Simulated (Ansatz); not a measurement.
# NaCl: band gap under strain

How does strain move the band edges of NaCl (rocksalt), and do the functionals agree on it? States: no strain; -0.5 % shear in the xy plane; +3.0 % equal strain in all directions.

Code: Ansatz 0.2.0. PAW datasets, plane waves. No spin polarisation and no zero-point or thermal motion.

### 1 The cell

The unstrained cell was relaxed with r2SCAN; in each strained cell the atoms were relaxed again with r2SCAN. Names of k-points are those of the unstrained zone, where strain can split equivalent points. First state: no strain.

The symmetry is Fm-3m (No. 225, cubic); conventional cell a = 5.605 Å, 22.02 Å³ an atom. Na has 6 Cl at 2.80 Å; Cl has 6 Na at 2.80 Å.

Coordinates:

```cif
data_structure
_symmetry_space_group_name_H-M 'Fm-3m'
_symmetry_Int_Tables_number 225
_cell_length_a 5.6054
_cell_length_b 5.6054
_cell_length_c 5.6054
_cell_angle_alpha 90.000
_cell_angle_beta 90.000
_cell_angle_gamma 90.000
_cell_volume 176.12
loop_
_atom_site_label
_atom_site_type_symbol
_atom_site_symmetry_multiplicity
_atom_site_Wyckoff_symbol
_atom_site_fract_x
_atom_site_fract_y
_atom_site_fract_z
_atom_site_occupancy
Na1 Na 4 a 0.00000 0.00000 0.00000 1
Cl1 Cl 4 b 0.50000 0.00000 0.00000 1
```

### 2 No strain: PBE

The input, input.yaml:

```yaml
crystal:
  lattice:
    - [0.0, 2.8026988391, 2.8026988391]
    - [2.8026988391, 0.0, 2.8026988391]
    - [2.8026988391, 2.8026988391, 0.0]
  atoms:
    - { symbol: Na, position: [0.0, 0.0, 0.0] }
    - { symbol: Cl, position: [0.5, 0.5, 0.5] }
kpoints:
  mp_grid: { grid: [8, 8, 8] }
  band_path:
    path:
      - [0.0, 0.0, 0.0]
      - [0.5, 0.0, 0.5]
      - [0.625, 0.25, 0.625]
      - [0.375, 0.375, 0.75]
      - [0.5, 0.5, 0.5]
      - [0.5, 0.25, 0.75]
    npoints: 1
hamiltonian:
  xc: pbe
scf:
  occupations: { method: fermi_dirac, width: 0.02 }
  n_extra_bands: 4
output:
  forces: true
  stress: true
  eigenvalues: true
```

The runs that follow: No strain: r2SCAN; No strain: HSE06; No strain: G0W0@PBE; -0.5 % shear in the xy plane: PBE; -0.5 % shear in the xy plane: r2SCAN; -0.5 % shear in the xy plane: HSE06; -0.5 % shear in the xy plane: G0W0@PBE; +3.0 % equal strain in all directions: PBE; +3.0 % equal strain in all directions: r2SCAN; +3.0 % equal strain in all directions: HSE06; +3.0 % equal strain in all directions: G0W0@PBE.

Before running it: what results should come out?

The runs gave:

Least gap in eV (negative: overlap), with the change from the unstrained cell in brackets. G0W0 is on its own coarse mesh.

```
                                state  volume change (%)           PBE        r2SCAN         HSE06          G0W0
                            no strain               +0.0          5.18          5.98          6.56          7.96
         -0.5 % shear in the xy plane               -0.0  5.17 (-0.01)  5.97 (-0.01)  6.55 (-0.01)  7.95 (-0.01)
+3.0 % equal strain in all directions               +9.3  4.85 (-0.33)  5.62 (-0.36)  6.20 (-0.36)  7.63 (-0.33)
```

What this shows: With HSE06, of the states in the table +3.0 % equal strain in all directions shifts the gap most, by -0.356 eV. PBE and HSE06 differ by 1.38 eV on the unstrained gap, and by at most 0.03 eV on its change: the two disagree on the size of the gap but agree on its response to strain. G0W0 values are finite-basis, finite-mesh values.
